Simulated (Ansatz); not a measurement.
# Re: pressure against volume, fitted

```xyz
3
Lattice="1.3839 0.7990 6.6986 -1.3839 0.7990 6.6986 0.0000 -1.5980 6.6986" Properties=species:S:1:pos:R:3 pbc="T T T"
Re    0.0000    0.0000    0.0000
Re    0.0000    0.0000    4.4648
Re    0.0000    0.0000   15.6311
```

Atoms are numbered in the order listed.

Structure from Materials Project entry mp-975065 (possibly hypothetical), not relaxed further.

Spin polarisation is left out, and whether a magnetic state lies lower isn't shown here.

No spin–orbit coupling, which matters for the heavy atoms here.

Method: Ansatz 0.2.0, DFT, PBE, all-electron LAPW, scalar-relativistic.

Sampling and basis: a Γ-centred 15×15×15 k mesh, Fermi–Dirac smearing of 0.05 eV, basis error target 0.5 meV/atom, no spin polarisation.

The cell is scaled evenly. Fractional coordinates are held (clamped ions).

```tsv
V (Å³/atom)	P (GPa)
13.925	30.55
14.222	20.61
14.518	11.68
14.666	7.57
14.814	3.66
14.962	-0.03
15.110	-3.53
15.407	-9.99
```

(1) Fit a third-order Birch–Murnaghan curve to the pressures.

(2) Predict the pressure at the withheld volume, 15.703 Å³/atom.

## Answers

(1) P = (3B0/2)(y^(7/2) − y^(5/2))[1 + (3/4)(B0′ − 4)(y − 1)] with y = (V0/V)^(2/3) fits within 0.01 GPa for V0 = 14.961 Å³/atom, B0 = 363.3 GPa and B0′ = 4.42.

(2) There y = 0.9683, so the fit gives -15.80 GPa; the run gave -15.78 GPa.
